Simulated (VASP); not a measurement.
# CrO2 (Fm-3m) in VASP: reference runs

How does CrO2 come out in PBE? The cell is run as given and disturbed.

All numbers are computed with VASP 6.6.1; they aren't measurements. Logs are shortened: lines on timing, memory, paths and dates and some standing lists are left out, and cuts for length are marked.

## (1) The crystal as given

Symmetry: Fm-3m, No. 225, cubic system. The conventional cell has a = 4.766 Å, b = 4.766 Å, c = 4.766 Å, α = 90.00°, β = 90.00°, γ = 90.00°. Cr (site symmetry m-3m) is surrounded by 8 O at 2.06 Å. O (site symmetry -43m) is surrounded by 4 Cr at 2.06 Å.

Measurements of this composition are mostly on another form, of space group No. 136.

## (2) Single point, PBE, collinear spin, ferromagnetic start

Contents of INCAR:

```
SYSTEM = CrO2
ALGO = Normal ; EDIFF = 1E-7
ENCUT = 520 ; GGA = PE
ISIF = 2 ; ISMEAR = -1
ISPIN = 2 ; LASPH = .TRUE.
LCHARG = .FALSE. ; LMAXMIX = 4
LORBIT = 11 ; LREAL = .FALSE.
LWAVE = .FALSE. ; MAGMOM = 3 0 0
NBANDS = 23 ; NELM = 100
PREC = Accurate ; SIGMA = 0.05
```

Contents of KPOINTS:

```
k-points
0
G
  10 10 10
  0 0 0
```

Contents of POSCAR:

```
CrO2
1.0
    0.0000000000      2.3830650000      2.3830650000
    2.3830650000      0.0000000000      2.3830650000
    2.3830650000      2.3830650000      0.0000000000
Cr O
1 2
Direct
    0.0000000000      0.0000000000      0.0000000000
    0.2500000000      0.2500000000      0.2500000000
    0.7500000000      0.7500000000      0.7500000000
```

Potentials or basis: VASP PAW PBE potentials, release 64 (Cr_pv, O).

On the command line:

```sh
$ cat potpaw_PBE.64/Cr_pv/POTCAR potpaw_PBE.64/O/POTCAR > POTCAR
$ mpirun -np 1 vasp_std > vasp.out
```

OUTCAR:

```text
SYSTEM = CrO2
   EDIFF = 1E-7
   ENCUT = 520
   GGA = PE
   ISIF = 2
   ISMEAR = -1
   ISPIN = 2
   LASPH = .TRUE.
   LORBIT = 11
   LREAL = .FALSE.
   NELM = 100
   PREC = Accurate

 ion  position               nearest neighbor table
   1  0.000  0.000  0.000-   3 2.06   3 2.06   3 2.06   2 2.06   3 2.06   2 2.06   2 2.06   2 2.06

   2  0.250  0.250  0.250-   1 2.06   1 2.06   1 2.06   1 2.06
   3  0.750  0.750  0.750-   1 2.06   1 2.06   1 2.06   1 2.06

  LATTYP: Found a face centered cubic cell.
 ALAT       =     4.7661300000

  Lattice vectors:

 A1 = (   0.0000000000,   2.3830650000,   2.3830650000)
 A2 = (   2.3830650000,   0.0000000000,   2.3830650000)
 A3 = (   2.3830650000,   2.3830650000,   0.0000000000)

Analysis of symmetry for initial positions (statically):
=====================================================================
 Subroutine PRICEL returns:
 Original cell was already a primitive cell.

 Routine SETGRP: Setting up the symmetry group for a
 face centered cubic supercell.

 Subroutine GETGRP returns: Found 48 space group operations
 (whereof 48 operations were pure point group operations)
 out of a pool of 48 trial point group operations.

The static configuration has the point symmetry O_h .

Analysis of symmetry for dynamics (positions and initial velocities):
=====================================================================
 Subroutine PRICEL returns:
 Original cell was already a primitive cell.

 Routine SETGRP: Setting up the symmetry group for a
 face centered cubic supercell.

 Subroutine GETGRP returns: Found 48 space group operations
 (whereof 48 operations were pure point group operations)
 out of a pool of 48 trial point group operations.

The dynamic configuration has the point symmetry O_h .

Analysis of structural, dynamic, and magnetic symmetry:
=====================================================================
 Subroutine PRICEL returns:
 Original cell was already a primitive cell.

 Routine SETGRP: Setting up the symmetry group for a
 face centered cubic supercell.

 Subroutine GETGRP returns: Found 48 space group operations
 (whereof 48 operations were pure point group operations)
 out of a pool of 48 trial point group operations.

The overall configuration has the point symmetry O_h .

 Subroutine INISYM returns: Found 48 space group operations
 (whereof 48 operations are pure point group operations),
 and found     1 'primitive' translations

----------------------------------------------------------------------------------------

[... 120 lines left out ...]
   LHFCALC =     F    Hartree Fock is set to
   AEXX    =    0.0000 exact exchange contribution
   IVDW    =     0    specifies the selected vdW correction
   LEPSILON=     F    determine dielectric tensor
   LRPA    =     F    only Hartree local field effects (RPA)
 spin polarized calculation
  energy-cutoff  :      520.00
  volume of cell :       27.07
 maximum number of plane-waves:       745
 NGX is ok and might be reduce to    28
   NGX = 13   NGY = 13   NGZ = 13

 number of electron      23.9999997 magnetization       2.0000620

 Free energy of the ion-electron system (eV)
  ---------------------------------------------------
  ext. energy  EPLUGINS =         0.00000000
  ---------------------------------------------------
  free energy    TOTEN  =       -24.33262685 eV

  energy without entropy =      -24.33249738  energy(sigma->0) =      -24.33256211

 E-fermi :   6.6959     XC(G=0): -12.3244

 val. band max:        6.5385557639   @ k =   0.5000   0.5000   0.0000
 cond. band min:       6.8968589476   @ k =   0.5000   0.0000   0.0000
 fundamental gap:      0.3583031836
 Fermi energy:         6.6959288752

 spin component 1

 k-point     1 :       0.0000    0.0000    0.0000
  band No.  band energies     occupation
      1     -38.2134      1.00000
      2     -38.2133      1.00000
      3     -38.2132      1.00000
      4     -13.5669      1.00000
      5      -9.3623      1.00000
      6       0.2519      1.00000
[... 613 lines left out ...]
     22      24.0874      0.00000
     23      27.2130      0.00000

 [... further k-points ...]

 spin component 2

 k-point     1 :       0.0000    0.0000    0.0000
  band No.  band energies     occupation
      1     -35.9081      1.00000
      2     -35.9081      1.00000
      3     -35.9081      1.00000
      4     -13.6906      1.00000
      5      -9.6206      1.00000
      6       0.5052      1.00000
[... 613 lines left out ...]
     22      24.7300      0.00000
     23      27.5170      0.00000

 [... further k-points ...]

------------------------ aborting loop because EDIFF is reached ----------------------------------------

  FORCE on cell =-STRESS in cart. coord.  units (eV):
  Direction    XX          YY          ZZ          XY          YZ          ZX
  --------------------------------------------------------------------------------------
  -------------------------------------------------------------------------------------
  Total       -1.3360382     -1.3360382     -1.3360382      0.0000000     -0.0000000      0.0000000
  in kB      -79.0845753    -79.0845753    -79.0845753      0.0000000     -0.0000000      0.0000000
  external PRESSURE =     -79.0845753 kB  Pullay stress =       0.0000000 kB

 VOLUME and BASIS-vectors are now :
 -----------------------------------------------------------------------------
  energy-cutoff  :      520.00
  volume of cell :       27.07
      direct lattice vectors                 reciprocal lattice vectors
     0.000000000  2.383065000  2.383065000    -0.209813832  0.209813832  0.209813832
     2.383065000  0.000000000  2.383065000     0.209813832 -0.209813832  0.209813832
     2.383065000  2.383065000  0.000000000     0.209813832  0.209813832 -0.209813832

 POSITION                                       TOTAL-FORCE (eV/Angst)
 -----------------------------------------------------------------------------------
      0.00000      0.00000      0.00000         0.000000      0.000000      0.000000
      1.19153      1.19153      1.19153         0.000000      0.000000     -0.000000
      3.57460      3.57460      3.57460        -0.000000     -0.000000      0.000000
 -----------------------------------------------------------------------------------
    total drift:                                0.000000     -0.000000      0.000000

  FREE ENERGIE OF THE ION-ELECTRON SYSTEM (eV)
  ---------------------------------------------------
  free  energy   TOTEN  =       -24.3326268457 eV

  energy  without entropy=      -24.3324973781  energy(sigma->0) =      -24.33256211

 total charge

# of ion       s       p       d       tot
------------------------------------------
    1        0.295   6.331   3.900  10.526
    2        1.582   3.408   0.000   4.990
    3        1.582   3.408   0.000   4.990
--------------------------------------------------
tot          3.458  13.147   3.900  20.506

 magnetization (x)

# of ion       s       p       d       tot
------------------------------------------
    1        0.029   0.031   2.144   2.205
    2       -0.002  -0.126   0.000  -0.128
    3       -0.002  -0.126   0.000  -0.128
--------------------------------------------------
tot          0.025  -0.220   2.144   1.949
```

OSZICAR:

```text
N       E                     dE             d eps       ncg     rms          rms(c)
DAV:   1     0.227746817309E+03    0.22775E+03   -0.12883E+04  4340   0.115E+03
DAV:   2    -0.209808348099E+02   -0.24873E+03   -0.23280E+03  4780   0.351E+02
DAV:   3    -0.325702030655E+02   -0.11589E+02   -0.11522E+02  4989   0.831E+01
DAV:   4    -0.326463471440E+02   -0.76144E-01   -0.76138E-01  4590   0.718E+00
DAV:   5    -0.326468729366E+02   -0.52579E-03   -0.52579E-03  4975   0.580E-01    0.252E+01
DAV:   6    -0.314889327351E+02    0.11579E+01   -0.12713E+02  5211   0.654E+01    0.366E+01
DAV:   7    -0.258864658485E+02    0.56025E+01   -0.11160E+02  4597   0.715E+01    0.116E+01
DAV:   8    -0.246451995566E+02    0.12413E+01   -0.32568E+00  4614   0.126E+01    0.545E+00
DAV:   9    -0.243213297055E+02    0.32387E+00   -0.18969E+00  5388   0.849E+00    0.231E+00
DAV:  10    -0.243329388240E+02   -0.11609E-01   -0.75672E-02  4352   0.197E+00    0.106E+00
DAV:  11    -0.243326645004E+02    0.27432E-03   -0.48146E-02  4401   0.147E+00    0.475E-01
DAV:  12    -0.243337626931E+02   -0.10982E-02   -0.23233E-03  4509   0.278E-01    0.369E-01
DAV:  13    -0.243326573532E+02    0.11053E-02   -0.51864E-03  4464   0.526E-01    0.124E-01
DAV:  14    -0.243326267996E+02    0.30554E-04   -0.15896E-03  4555   0.245E-01    0.415E-02
DAV:  15    -0.243326381572E+02   -0.11358E-04   -0.73861E-05  4373   0.493E-02    0.388E-02
DAV:  16    -0.243326256552E+02    0.12502E-04   -0.67040E-05  4324   0.629E-02    0.128E-02
DAV:  17    -0.243326267562E+02   -0.11010E-05   -0.87961E-06  4389   0.177E-02    0.362E-03
DAV:  18    -0.243326268457E+02   -0.89503E-07   -0.90132E-07  4056   0.623E-03
   1 F= -.24332627E+02 E0= -.24332562E+02  d E =-.129468E-03  mag=     2.0000
```

It took 58 s on 1 thread of AMD EPYC 9R45 (Zen 5), shared host; peak memory 0.17 GiB.

What came out:

```
Free energy                                           : -24.3326 eV
Pressure                                              : -7.9 GPa
Band gap on the k mesh                                : 0.36 eV, indirect (least direct gap 0.37 eV)
Net moment                                            : 2.00 μB per cell
Site moments                                          : Cr +2.21; O -0.13 μB
Valence electrons inside the program's atomic spheres : Cr 10.53; O 4.99
```

Levels at points of the mesh, in eV from the valence-band top:
Spin up:
| k point | band 10 | band 11 | band 12 | band 13 | band 14 | band 15 | band 16 | band 17 |
| --- | --- | --- | --- | --- | --- | --- | --- | --- |
| (0.00, 0.00, 0.00) | -1.69 | -1.01 | -1.01 | -1.01 | 2.84 | 2.84 | 2.84 | 4.80 |
| (0.50, 0.00, 0.00) | -2.87 | -2.87 | -1.35 | -1.35 | 0.36 | 2.56 | 2.56 | 4.80 |
| (0.50, 0.50, 0.00) | -2.82 | -1.29 | -0.91 | 0.00 | 0.37 | 2.30 | 2.30 | 4.80 |
Spin down:
```
           k point  band 8  band 9  band 10  band 11  band 12  band 13  band 14  band 15
(0.00, 0.00, 0.00)   -6.03   -1.22    -1.22    -1.22     1.30     1.30     3.93     3.93
(0.50, 0.00, 0.00)   -3.78   -3.68    -3.01    -3.01     1.39     1.39     1.79     3.81
(0.50, 0.50, 0.00)   -5.18   -2.33    -2.33    -0.26     1.75     1.82     1.86     3.09
```

Caveat: a cell with one magnetic atom can't hold antiferromagnetic order, which such compounds often take.

## (3) Single point, PBE, collinear spin, ferromagnetic start (atoms moved at random, drawn with an rms of 0.05 Å)

Contents of INCAR:

```
SYSTEM = CrO2
  PREC = Accurate
  ENCUT = 520
  EDIFF = 1E-7
  ISMEAR = -1
  SIGMA = 0.05
  LREAL = .False.
  LASPH = .True.
  NELM = 150
  ALGO = Normal
  ISIF = 2
  LWAVE = .False.
  LCHARG = .False.
  ISPIN = 2
  MAGMOM = 3 0 0
  LORBIT = 11
  LMAXMIX = 4
  GGA = PE
  NBANDS = 23
```

Contents of KPOINTS:

```
Automatic mesh
0
Gamma
  10 10 10
  0 0 0
```

Contents of POSCAR:

```
CrO2
1.0
    0.0000000000      2.3830650000      2.3830650000
    2.3830650000      0.0000000000      2.3830650000
    2.3830650000      2.3830650000      0.0000000000
Cr O
1 2
Direct
   -0.0041110000      0.0061330000      0.0068520000
    0.2471010000      0.2402460000      0.2583720000
    0.7567180000      0.7393460000      0.7550980000
```

Potentials or basis: VASP PAW PBE potentials, release 64 (Cr_pv, O).

On the command line:

```sh
$ cat potpaw_PBE.64/Cr_pv/POTCAR potpaw_PBE.64/O/POTCAR > POTCAR
$ mpirun -np 1 vasp_std > vasp.out
```

OUTCAR:

```text
SYSTEM = CrO2
   PREC = Accurate
   ENCUT = 520
   EDIFF = 1E-7
   ISMEAR = -1
   LREAL = .False.
   LASPH = .True.
   NELM = 150
   ISIF = 2
   ISPIN = 2
   LORBIT = 11
   GGA = PE

 ion  position               nearest neighbor table
   1  0.996  0.006  0.007-   3 2.02   2 2.03   3 2.06   2 2.06   2 2.06   3 2.09   3 2.09   2 2.11

   2  0.247  0.240  0.258-   1 2.03   1 2.06   1 2.06   1 2.11
   3  0.757  0.739  0.755-   1 2.02   1 2.06   1 2.09   1 2.09

  LATTYP: Found a face centered cubic cell.
 ALAT       =     4.7661300000

  Lattice vectors:

 A1 = (   0.0000000000,   2.3830650000,   2.3830650000)
 A2 = (   2.3830650000,   0.0000000000,   2.3830650000)
 A3 = (   2.3830650000,   2.3830650000,   0.0000000000)

Analysis of symmetry for initial positions (statically):
=====================================================================
 Subroutine PRICEL returns:
 Original cell was already a primitive cell.

 Routine SETGRP: Setting up the symmetry group for a
 face centered cubic supercell.

[... 1446 lines left out ...]
------------------------ aborting loop because EDIFF is reached ----------------------------------------

  FORCE on cell =-STRESS in cart. coord.  units (eV):
  Direction    XX          YY          ZZ          XY          YZ          ZX
  --------------------------------------------------------------------------------------
  -------------------------------------------------------------------------------------
  Total       -1.2774467     -1.2825185     -1.2755901      0.0782228     -0.0620365      0.1132882
  in kB      -75.6163473    -75.9165683    -75.5064488      4.6302713     -3.6721487      6.7059075
  external PRESSURE =     -75.6797881 kB  Pullay stress =       0.0000000 kB

 VOLUME and BASIS-vectors are now :
 -----------------------------------------------------------------------------
  energy-cutoff  :      520.00
  volume of cell :       27.07
      direct lattice vectors                 reciprocal lattice vectors
     0.000000000  2.383065000  2.383065000    -0.209813832  0.209813832  0.209813832
     2.383065000  0.000000000  2.383065000     0.209813832 -0.209813832  0.209813832
     2.383065000  2.383065000  0.000000000     0.209813832  0.209813832 -0.209813832

 POSITION                                       TOTAL-FORCE (eV/Angst)
 -----------------------------------------------------------------------------------
      0.03094      2.38960      2.38788        -0.319221      0.103830     -0.207281
      1.18824      1.20458      1.16138         0.067405      0.098835      0.284847
      3.56136      3.60276      3.56522         0.251816     -0.202664     -0.077566
 -----------------------------------------------------------------------------------
    total drift:                               -0.000238      0.000100     -0.000004

  FREE ENERGIE OF THE ION-ELECTRON SYSTEM (eV)
  ---------------------------------------------------
  free  energy   TOTEN  =       -24.3198303055 eV

  energy  without entropy=      -24.3197372202  energy(sigma->0) =      -24.31978376

 total charge

# of ion       s       p       d       tot
------------------------------------------
    1        0.295   6.332   3.904  10.531
    2        1.582   3.408   0.000   4.990
    3        1.582   3.408   0.000   4.990
--------------------------------------------------
tot          3.459  13.148   3.904  20.511

 magnetization (x)

# of ion       s       p       d       tot
------------------------------------------
    1        0.029   0.031   2.143   2.204
    2       -0.002  -0.125   0.000  -0.128
    3       -0.002  -0.125   0.000  -0.128
--------------------------------------------------
tot          0.025  -0.219   2.143   1.949
```

OSZICAR:

```text
N       E                     dE             d eps       ncg     rms          rms(c)
DAV:   1     0.226521079184E+03    0.22652E+03   -0.12783E+04 46399   0.115E+03
DAV:   2    -0.211181012317E+02   -0.24764E+03   -0.23200E+03 50922   0.351E+02
DAV:   3    -0.325550334227E+02   -0.11437E+02   -0.11369E+02 53333   0.829E+01
DAV:   4    -0.326301989121E+02   -0.75165E-01   -0.75160E-01 49553   0.715E+00
DAV:   5    -0.326307208047E+02   -0.52189E-03   -0.52189E-03 53228   0.579E-01    0.252E+01
DAV:   6    -0.314620690512E+02    0.11687E+01   -0.12705E+02 57196   0.655E+01    0.366E+01
DAV:   7    -0.258681083410E+02    0.55940E+01   -0.11184E+02 49455   0.719E+01    0.116E+01
DAV:   8    -0.246322246008E+02    0.12359E+01   -0.32852E+00 49019   0.127E+01    0.546E+00
DAV:   9    -0.243085912170E+02    0.32363E+00   -0.19155E+00 58414   0.854E+00    0.231E+00
DAV:  10    -0.243201113471E+02   -0.11520E-01   -0.77667E-02 47040   0.200E+00    0.106E+00
DAV:  11    -0.243198849444E+02    0.22640E-03   -0.48453E-02 46970   0.147E+00    0.478E-01
DAV:  12    -0.243209622003E+02   -0.10773E-02   -0.22384E-03 48211   0.275E-01    0.370E-01
DAV:  13    -0.243198618679E+02    0.11003E-02   -0.51171E-03 48321   0.520E-01    0.127E-01
DAV:  14    -0.243198308087E+02    0.31059E-04   -0.17291E-03 49217   0.256E-01    0.430E-02
DAV:  15    -0.243198428411E+02   -0.12032E-04   -0.73993E-05 46760   0.500E-02    0.400E-02
DAV:  16    -0.243198291498E+02    0.13691E-04   -0.73548E-05 46382   0.658E-02    0.127E-02
DAV:  17    -0.243198302605E+02   -0.11107E-05   -0.85026E-06 47038   0.176E-02    0.376E-03
DAV:  18    -0.243198303055E+02   -0.45008E-07   -0.93383E-07 43702   0.640E-03
   1 F= -.24319830E+02 E0= -.24319784E+02  d E =-.930853E-04  mag=     2.0000
```

stdout:

```text
POSCAR found type information on POSCAR CrO
 POSCAR found :  2 types and       3 ions
 scaLAPACK will be used
 LDA part: xc-table for (Slater+PW92), standard interpolation
 POSCAR, INCAR and KPOINTS ok, starting setup
 FFT: planning ... GRIDC
 FFT: planning ... GRID_SOFT
 FFT: planning ... GRID
 WAVECAR not read
 entering main loop
```

Wall time 9 min (1 thread of AMD EPYC 9R45 (Zen 5), shared host); peak memory 0.5 GiB.

What came out:

* Free energy: -24.3198 eV
* Pressure: -7.6 GPa
* Largest force: 0.395 eV/Å
* Band gap on the k mesh: 0.35 eV, indirect (least direct gap 0.39 eV)
* Net moment: 2.00 μB per cell
* Site moments: Cr +2.20; O -0.13 μB
* Valence electrons inside the program's atomic spheres: Cr 10.53; O 4.99

Forces in eV/Å, atoms in the order of the input:
```
Cr  -0.319  0.104 -0.207
O    0.067  0.099  0.285
O    0.252 -0.203 -0.078
```

Stress tensor (GPa, compression positive):
```
-7.56  0.46  0.67
 0.46 -7.59 -0.37
 0.67 -0.37 -7.55
```

Caveat: a cell with one magnetic atom can't hold antiferromagnetic order, which such compounds often take.
